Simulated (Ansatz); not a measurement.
# SnO2 (Pa-3) in Ansatz: reference runs

Aim: a first look at SnO2 with PBE, on the cell as given and on a disturbed one.

Everything below comes from runs of Ansatz 0.2.0. Logs are shortened: lines on timing, memory, paths and dates and some standing lists are left out, and cuts for length are marked.

### Step 1. The crystal as given

The structure is cubic, space group Pa-3 (No. 205). The conventional cell has a = 5.175 Å, b = 5.175 Å, c = 5.175 Å, α = 90.00°, β = 90.00°, γ = 90.00°. Sn (site symmetry -3) has 6 O at 2.11 Å as nearest neighbours. O (site symmetry 3) is surrounded by 3 Sn at 2.11 Å.

Measurements of this composition are mostly on another form, of space group No. 136.

### Step 2. Single point, PBE

Contents of input.yaml:

```yaml
crystal:
  lattice:
    - [5.175256, 0.0, 0.0]
    - [0.0, 5.175256, 0.0]
    - [0.0, 0.0, 5.175256]
  atoms:
    - { symbol: Sn, position: [0.0, 0.0, 0.0] }
    - { symbol: Sn, position: [0.5, 0.0, 0.5] }
    - { symbol: Sn, position: [0.5, 0.5, 0.0] }
    - { symbol: Sn, position: [0.0, 0.5, 0.5] }
    - { symbol: O, position: [0.661098, 0.838902, 0.161098] }
    - { symbol: O, position: [0.838902, 0.161098, 0.661098] }
    - { symbol: O, position: [0.161098, 0.661098, 0.838902] }
    - { symbol: O, position: [0.338902, 0.338902, 0.338902] }
    - { symbol: O, position: [0.661098, 0.661098, 0.661098] }
    - { symbol: O, position: [0.838902, 0.338902, 0.161098] }
    - { symbol: O, position: [0.161098, 0.838902, 0.338902] }
    - { symbol: O, position: [0.338902, 0.161098, 0.838902] }
kpoints:
  mp_grid: { grid: [5, 5, 5] }
scf:
  occupations: { method: fermi_dirac, width: 0.05 }
hamiltonian:
  xc: pbe
  pseudopotentials: { kind: all_electron, lapw: { basis_error: 0.001 } }
output:
  forces: true
  stress: true
  eigenvalues: true
  populations: true
```

Potentials or basis: all-electron LAPW, scalar-relativistic.

Started as:

```
ansatz run input.yaml --threads 8 --pin off --max-ram 24576MiB --backend cpu --events-out ev --progress --plain --runs-dir out
```

The log of the run:

```text
Warning: RAYON_NUM_THREADS=8 ignored (pool sized by the plan → 8); use --threads N
Sn: projections on atomic orbitals take those of the free atom 1s2 2s2 2p6 3s2 3p6 3d10 4s2 4p6 4d10 5s2 5p2, of charge +0.00 (hamiltonian.pseudopotentials.projection_atoms)
O: projections on atomic orbitals take those of the free atom 1s2 2s2 2p4, of charge +0.00 (hamiltonian.pseudopotentials.projection_atoms)
LAPW: plane waves up to 10.070 Å⁻¹, error target 1.0e-3 eV per atom; small_component_spin mean_spin; O in spheres of 0.934 Å, 8 of its electrons in bands, Dirac shells []; Sn in spheres of 1.180 Å, 32 of its electrons in bands, Dirac shells [] (how accurate: hamiltonian.pseudopotentials.lapw.basis_error, Limitations)
Engine: ansatz 0.2.0, x86_64-unknown-linux-gnu
Pseudopotentials: kind: all_electron
Pseudopotential: Sn, LAPW, valence charge 32, lapw/all_electron/scalar/gaussian/Sn, Koelling and Harmon's equation, gaussian nucleus
Pseudopotential: O, LAPW, valence charge 8, lapw/all_electron/scalar/gaussian/O, Koelling and Harmon's equation, gaussian nucleus
Functional definition: PBE
  parameter kappa = 0.804
  parameter beta = 0.06672455060314922
  exchange = pbe_x(kappa = kappa, mu = beta*pi^2/3)
  correlation = pbe_c(beta = beta)
Crystal: 12 atoms, lattice volume = 138.610 Å³
Basis set: ecut = 386.31282653894476 eV, 2373 PW (Γ), exchange–correlation at level 2
Bands: 116, of which v1, the nominal top of the filled ones, is band 96 counted from 1 (95 counted from 0)
Symmetry: 24 space group operations
Space group: Pa-3 (ITA 205), of the structure as read, at distance tolerance 5.2e-5 Å
k-points: 11 of 125
Non-local potential: Sn, projectors of the file, none
Non-local potential: O, projectors of the file, none
Initial density: superposition of atomic densities (chi_scale 0.1, normalization cell, long waves kept (reshape's long-wave potential 0.00 eV rms))
Initial wavefunctions: plane waves of lowest kinetic energy (no species holds an atomic orbital)
Functional: x = pbe(κ = 0.804, μ = 0.2195149727645171), c = pbe(β = 0.06672455060314922)
iter 1 solved again at ethr=1.29e-2 eV; its pass at ethr=1.00e-1 eV (dr2=2.48e1 eV) is discarded
SCF iter   1: F=—  HF=-688755.540831 eV  |F-HF|=—  |Δ(HF+E_count)|=         —  Δρ=1.24e-1  dr2=2.48e1  ethr=1.29e-2  ⟨swp⟩=2.0  Hψ=7620  notcnv=0
preconditioner: auto → Resta (q_TF=auto, 2.881 Å⁻¹)  ε∞=3.4  [insulator: Δε(μ)=2.831 eV  Ē_g=20.957 eV  σ=0.050 eV  W_gap=1.00  n_scr=56 (ndim 8)  ℏωp=32.2 eV  f_vac=0.000  D(μ)=0.00/eV (n_scr^D=0)  ε∞_Penn≈3.4]
iter 2 solved again at ethr=3.26e-4 eV; its pass at ethr=1.29e-2 eV (dr2=6.27e-1 eV) is discarded
SCF iter   2: F=—  HF=-688743.885029 eV  |F-HF|=—  |Δ(HF+E_count)|=    1.17e1  Δρ=2.37e-2  dr2=6.23e-1  ethr=3.26e-4  ⟨swp⟩=2.0  Hψ=6413  notcnv=0
SCF iter   3: F=—  HF=-688743.341235 eV  |F-HF|=—  |Δ(HF+E_count)|=         —  Δρ=2.68e-2  dr2=1.29e0  ethr=3.25e-4  ⟨swp⟩=3.0  Hψ=4065  notcnv=0
the basis was enlarged: its passes take 22.2 MiB over the memory plan, 8 of 8 planned eigensolver slots
SCF iter   4: F=—  HF=-688743.193851 eV  |F-HF|=—  |Δ(HF+E_count)|=   1.47e-1  Δρ=3.68e-3  dr2=1.23e-2  ethr=3.25e-4  ⟨swp⟩=2.0  Hψ=3652  notcnv=0
SCF iter   5: F=—  HF=-688743.185657 eV  |F-HF|=—  |Δ(HF+E_count)|=   8.19e-3  Δρ=1.24e-3  dr2=7.83e-4  ethr=6.43e-6  ⟨swp⟩=3.0  Hψ=3703  notcnv=0
SCF iter   6: F=—  HF=-688743.183332 eV  |F-HF|=—  |Δ(HF+E_count)|=   2.32e-3  Δρ=2.98e-4  dr2=1.31e-4  ethr=4.08e-7  ⟨swp⟩=3.0  Hψ=3933  notcnv=0
SCF iter   7: F=—  HF=-688743.183390 eV  |F-HF|=—  |Δ(HF+E_count)|=   5.85e-5  Δρ=5.72e-5  dr2=2.59e-6  ethr=6.81e-8  ⟨swp⟩=3.0  Hψ=3823  notcnv=0
SCF iter   8: F=-688743.183399 eV  HF=-688743.183399 eV  |F-HF|=3.03e-8  |Δ(HF+E_count)|=   8.55e-6  Δρ=6.57e-6  dr2=4.34e-8  ethr=1.35e-9  ⟨swp⟩=3.0  Hψ=4002  notcnv=0
SCF 1 converged in 8 iterations: F = -688743.183399 eV  dr2 = 4.34e-8
SCF converged after 8 iterations
Free energy (F): -688743.183399 eV
Harris-Foulkes:  -688743.183399 eV  (|F-HF|=3.03e-8)
Internal energy: -688743.183146 eV  (E = F + TS)
E sigma→0 (E₀):  -688743.183273 eV
Entropy (-TS):   -0.000253 eV (-0.021 meV/atom)
Fermi energy:    12.798797 eV
--- Per-component energies (eV) ---
  E_band       = -28597.011041
  E_kinetic    = 723480.446035
  E_xc         = -19862.406531
  E_electrostatic = -1392361.222649  (all electrons and nuclei)
  E_smearing   = -0.000253  (= −TS)
  E_closure    = 0.000000  (closes the sum)
  E_atoms      = -688669.669409  (free atoms, spherical and without spin; not in F)
  Σ components = -688743.183399   (vs F -688743.183399, Δ=0.00e0)
  Basis errors (estimates in eV, not in F): energy 4.8e-4 per atom: plane waves 4.4e-4 (2.5e-4 summed), levels above the bands 1.6e-119, relativity 7.3e-8, radial functions 3.5e-5, core shells 1.3e-7; eigenvalues (radial functions only) 3.4e-6; not estimated: angular momenta, meshes, grids; target (lapw.basis_error) 1.0e-3; muffin-tin radii O 0.934 Å, Sn 1.180 Å
--- Forces (eV/Å), atoms counted from 1 ---
  atom   1  Sn     0.00000000    -0.00000000    -0.00000000
  atom   2  Sn     0.00000000    -0.00000000    -0.00000000
  atom   3  Sn     0.00000000    -0.00000000    -0.00000000
  atom   4  Sn     0.00000000    -0.00000000     0.00000000
  atom   5  O     -0.00107313     0.00107313    -0.00107313
  atom   6  O      0.00107313    -0.00107313    -0.00107313
  atom   7  O     -0.00107313    -0.00107313     0.00107313
  atom   8  O      0.00107313     0.00107313     0.00107313
  atom   9  O     -0.00107313    -0.00107313    -0.00107313
  atom  10  O      0.00107313     0.00107313    -0.00107313
  atom  11  O     -0.00107313     0.00107313     0.00107313
  atom  12  O      0.00107313    -0.00107313     0.00107313
  max |Σ_I F_I| component: 4.62e-17 eV/Å
--- Stress (GPa, compression-positive) ---
       -0.668053       0.000000       0.000000
        0.000000      -0.668053       0.000000
        0.000000       0.000000      -0.668053
  P = ⅓ Tr σ = -0.6681 GPa (-6.681 kbar)
--- Band table (eV; the first three rows and the last of 11) ---
  k-point 0: bands = ["-491.7748", "-491.7748", "-491.7748", "-491.7748", "-491.7748", "-491.7748", "-491.7748", "-491.7748", "-454.5376", "-454.5376", "-454.5376", "-454.5376", "-454.5209", "-454.5209", "-454.5209", "-454.5209", "-454.5209", "-454.5209", "-454.5209", "-454.5209", "-454.4843", "-454.4843", "-454.4843", "-454.4843", "-454.4843", "-454.4843", "-454.4843", "-454.4843", "-115.4977", "-115.4976", "-115.4976", "-115.4976", "-71.3700", "-71.3699", "-71.3699", "-71.3699", "-71.2756", "-71.2756", "-71.2756", "-71.2753", "-71.2753", "-71.2751", "-71.2751", "-71.2751", "-8.4058", "-8.4058", "-8.4058", "-7.7337", "-7.7337", "-7.7337", "-7.6830", "-7.6830", "-7.6346", "-7.6254", "-7.6254", "-7.6254", "-7.5675", "-7.5675", "-7.5675", "-7.5040", "-7.5040", "-7.5040", "-7.5021", "-7.5021", "-6.2304", "-4.6344", "-4.6344", "-4.6344", "-3.6749", "-2.9516", "-2.9516", "-2.9516", "5.4230", "5.4230", "5.4230", "7.3684", "7.3684", "7.3684", "7.7385", "7.7385", "9.9515", "9.9515", "9.9515", "10.3741", "10.3741", "10.3741", "10.7253", "11.3877", "11.3877", "11.3877", "11.6978", "11.6978", "12.1301", "12.3565", "12.3565", "12.3565", "12.9885", "18.1544", "18.1544", "18.1544", "19.7753", "19.7753", "19.7753", "20.9595", "20.9595", "20.9595", "21.1642", "23.7607", "23.7607", "24.8103", "24.8103", "24.8103", "25.0564", "25.0564", "25.0564", "26.6071"]
  k-point 1: bands = ["-491.7748", "-491.7748", "-491.7748", "-491.7748", "-491.7748", "-491.7748", "-491.7748", "-491.7748", "-454.5376", "-454.5376", "-454.5376", "-454.5376", "-454.5209", "-454.5209", "-454.5209", "-454.5209", "-454.5209", "-454.5209", "-454.5209", "-454.5209", "-454.4843", "-454.4843", "-454.4843", "-454.4843", "-454.4843", "-454.4843", "-454.4843", "-454.4843", "-115.4977", "-115.4976", "-115.4976", "-115.4976", "-71.3700", "-71.3699", "-71.3699", "-71.3699", "-71.2756", "-71.2756", "-71.2756", "-71.2753", "-71.2753", "-71.2751", "-71.2751", "-71.2751", "-8.3641", "-8.3619", "-8.3516", "-7.7817", "-7.7672", "-7.7671", "-7.7251", "-7.6826", "-7.6390", "-7.6303", "-7.6218", "-7.6205", "-7.5836", "-7.5798", "-7.5679", "-7.5204", "-7.5125", "-7.5109", "-7.5060", "-7.5055", "-6.1209", "-4.8450", "-4.4824", "-4.4453", "-3.6663", "-3.0835", "-3.0273", "-2.9828", "5.2144", "5.2843", "5.7556", "7.4148", "7.4860", "7.6834", "7.6992", "8.1892", "9.6027", "9.6313", "9.6543", "10.2174", "10.4905", "10.5598", "10.6784", "11.1340", "11.3655", "11.4829", "11.6295", "11.6339", "11.9554", "12.2621", "12.3002", "12.3806", "13.9993", "17.6418", "17.6674", "17.9521", "19.9396", "20.0964", "20.3393", "20.9054", "20.9901", "21.1510", "21.3279", "23.2307", "23.8328", "24.6322", "24.6997", "24.7864", "24.9940", "25.1475", "25.2806", "26.7422"]
  k-point 2: bands = ["-491.7748", "-491.7748", "-491.7748", "-491.7748", "-491.7748", "-491.7748", "-491.7748", "-491.7748", "-454.5376", "-454.5376", "-454.5376", "-454.5376", "-454.5209", "-454.5209", "-454.5209", "-454.5209", "-454.5209", "-454.5209", "-454.5209", "-454.5209", "-454.4843", "-454.4843", "-454.4843", "-454.4843", "-454.4843", "-454.4843", "-454.4843", "-454.4843", "-115.4977", "-115.4976", "-115.4976", "-115.4976", "-71.3699", "-71.3699", "-71.3699", "-71.3699", "-71.2755", "-71.2755", "-71.2755", "-71.2754", "-71.2752", "-71.2752", "-71.2752", "-71.2752", "-8.2695", "-8.2663", "-8.1979", "-7.9775", "-7.8906", "-7.8839", "-7.7053", "-7.6880", "-7.6446", "-7.6285", "-7.6198", "-7.6145", "-7.5821", "-7.5794", "-7.5625", "-7.5442", "-7.5277", "-7.5259", "-7.5106", "-7.5100", "-5.7975", "-5.3186", "-4.1226", "-3.9863", "-3.7763", "-3.4665", "-3.1159", "-3.0618", "4.9959", "5.0492", "6.6501", "7.5199", "7.5622", "7.6049", "8.4209", "8.5986", "8.8532", "9.1849", "9.2098", "9.9990", "10.5104", "10.7703", "10.8854", "10.9978", "11.0560", "11.2972", "11.6364", "11.7602", "11.8829", "12.0878", "12.3892", "12.4148", "15.3937", "16.6581", "17.2219", "17.4721", "20.0918", "20.1994", "20.8157", "21.0384", "21.3942", "21.7102", "22.0195", "22.3212", "23.9738", "23.9944", "24.1833", "24.5898", "25.5559", "25.5697", "25.6371", "26.6398"]
  k-point 10: bands = ["-491.7748", "-491.7748", "-491.7748", "-491.7748", "-491.7748", "-491.7748", "-491.7748", "-491.7748", "-454.5376", "-454.5376", "-454.5376", "-454.5376", "-454.5209", "-454.5209", "-454.5209", "-454.5209", "-454.5209", "-454.5209", "-454.5209", "-454.5209", "-454.4843", "-454.4843", "-454.4843", "-454.4843", "-454.4843", "-454.4843", "-454.4843", "-454.4843", "-115.4976", "-115.4976", "-115.4976", "-115.4976", "-71.3699", "-71.3699", "-71.3699", "-71.3699", "-71.2756", "-71.2756", "-71.2756", "-71.2755", "-71.2751", "-71.2751", "-71.2751", "-71.2751", "-8.2904", "-8.2456", "-8.2456", "-8.2324", "-7.7625", "-7.7625", "-7.7014", "-7.7014", "-7.6396", "-7.6396", "-7.6384", "-7.6362", "-7.5447", "-7.5447", "-7.5320", "-7.5320", "-7.5318", "-7.5248", "-7.5248", "-7.5215", "-4.9456", "-4.6205", "-4.5550", "-4.5550", "-3.6987", "-3.6816", "-3.6816", "-3.4675", "6.1487", "6.1487", "6.2418", "6.5823", "8.4113", "8.4779", "8.4779", "8.7491", "8.7869", "8.7869", "9.1754", "9.1754", "10.4721", "10.4721", "10.7676", "10.9910", "11.2267", "11.2267", "11.4338", "11.4338", "11.8450", "11.8476", "11.9211", "11.9211", "17.0612", "17.3005", "17.3005", "17.3453", "19.6428", "19.8760", "19.8760", "19.9604", "23.0643", "23.1294", "23.1294", "23.6139", "23.7321", "23.7321", "24.0365", "24.0365", "25.0948", "25.0948", "25.4051", "25.4051"]
--- Löwdin populations: 12 sites ---
  site symbol       q [e]
     0     Sn     48.3745
     1     Sn     48.3745
     2     Sn     48.3745
     3     Sn     48.3745
     4      O      8.7549
     5      O      8.7549
     6      O      8.7549
     7      O      8.7549
     8      O      8.7549
     9      O      8.7549
    10      O      8.7549
    11      O      8.7549
  spilling = 0.001752 (of n_electrons = 264.000000)
```

Run time: 8 s. Hardware: 8 threads of Intel Xeon 6975P-C (Granite Rapids), shared host; peak memory 1.4 GiB.

Results:

```yaml
Free_energy: -688743.1834 eV
Pressure: -0.7 GPa
Band_gap_on_the_k_mesh: 0.57 eV, indirect (least direct gap 0.63 eV)
Loewdin_charges: Sn +1.63; O -0.75 e
```

Caveat: spin-orbit coupling is left out, which moves the levels of the heavy elements; an odd mesh through Γ misses points on the zone boundary, where band edges often lie.

### Step 3. Single point, PBE (atoms moved at random, drawn with an rms of 0.05 Å)

Contents of input.yaml:

```yaml
crystal:
  lattice:
    - [5.175256, 0.0, 0.0]
    - [0.0, 5.175256, 0.0]
    - [0.0, 0.0, 5.175256]
  atoms:
    - { symbol: Sn, position: [-0.00026, -0.0066, 0.010069] }
    - { symbol: Sn, position: [0.500686, 0.001981, 0.500051] }
    - { symbol: Sn, position: [0.506845, 0.505886, -0.000691] }
    - { symbol: Sn, position: [0.005656, 0.499148, 0.500565] }
    - { symbol: O, position: [0.667782, 0.835176, 0.164651] }
    - { symbol: O, position: [0.832106, 0.149843, 0.662246] }
    - { symbol: O, position: [0.161302, 0.658512, 0.847084] }
    - { symbol: O, position: [0.340242, 0.341064, 0.330589] }
    - { symbol: O, position: [0.662491, 0.660502, 0.655843] }
    - { symbol: O, position: [0.842857, 0.34446, 0.163727] }
    - { symbol: O, position: [0.149155, 0.83166, 0.341063] }
    - { symbol: O, position: [0.336595, 0.166696, 0.835656] }
kpoints:
  mp_grid: { grid: [5, 5, 5] }
scf:
  occupations: { method: fermi_dirac, width: 0.05 }
hamiltonian:
  xc: pbe
  pseudopotentials: { kind: all_electron, lapw: { basis_error: 0.001 } }
output:
  forces: true
  stress: true
  eigenvalues: true
  populations: true
```

Potentials or basis: all-electron LAPW, scalar-relativistic.

Started as:

```
ansatz run input.yaml --threads 8 --pin off --max-ram 24576MiB --backend cpu --events-out ev --progress --plain --runs-dir out
```

Run time: 87 s. Hardware: 8 threads of Intel Xeon 6975P-C (Granite Rapids), shared host; peak memory 3.3 GiB.

Results (log left out):

```yaml
Free_energy: -688742.9961 eV
Pressure: -0.1 GPa
Largest_force: 1.428 eV/Å
Band_gap_on_the_k_mesh: 0.50 eV, indirect (least direct gap 0.59 eV)
Loewdin_charges: Sn +1.63, +1.62; O -0.76, -0.75 e
```

Forces on the atoms (eV/Å):
```
Sn   0.174  0.928 -1.003
Sn  -0.404 -0.055 -0.022
Sn  -0.206 -0.554 -0.318
Sn  -0.443 -0.666  0.599
O   -0.685  0.254  0.085
O    0.759  0.710  0.195
O    0.009  0.065 -0.343
O    0.012 -0.423  0.367
O   -0.123 -0.245  0.254
O   -0.050 -0.505 -0.217
O    1.169  0.743  0.349
O   -0.211 -0.253  0.053
```

Stress tensor (GPa, compression positive):
```
 0.09  0.38 -0.03
 0.38 -0.19 -0.14
-0.03 -0.14 -0.22
```

Levels at points of the mesh, in eV from the valence-band top:
| k point | band 92 | band 93 | band 94 | band 95 | band 96 | band 97 | band 98 | band 99 | band 100 | band 101 |
| --- | --- | --- | --- | --- | --- | --- | --- | --- | --- | --- |
| (0.00, 0.00, 0.00) | -0.79 | -0.39 | -0.12 | -0.11 | -0.09 | 0.50 | 5.51 | 5.61 | 5.73 | 7.22 |

Caveat: spin-orbit coupling is left out, which moves the levels of the heavy elements; an odd mesh through Γ misses points on the zone boundary, where band edges often lie.
